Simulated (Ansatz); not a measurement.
**Relaxing indium (beta-Sn type)**

These are results of DFT, revPBE, plane waves (420 eV) with PAW, scalar-relativistic in Ansatz 0.2.0, not measurements. The PAW files were generated under PBE, with cores re-solved for the functional.

k-point mesh 11×11×8, Fermi-Dirac smearing 0.1 eV, no spin polarisation. Cell and atoms relax.

Starting structure:

```
CELL_PARAMETERS angstrom
-2.92939 2.92939 1.59945
2.92939 -2.92939 1.59945
2.92939 2.92939 -1.59945
ATOMIC_POSITIONS crystal
In 0.00000 0.00000 0.00000
In 0.75000 0.25000 0.50000
```

Question: What cell does the relaxation end in?

Answer: C2/c with a = 3.270 Å, b = 11.257 Å, c = 3.461 Å, β = 116.52°; 28.50 Å³ per atom against 27.45 at the start (3.8 %).

The cell has left the beta-Sn structure type; it ends in C2/c.

Question: How much energy does the relaxation gain?

Answer: 83.4 meV per atom.

The k-point mesh keeps fewer symmetry operations than the starting structure has, so the cell can leave it.
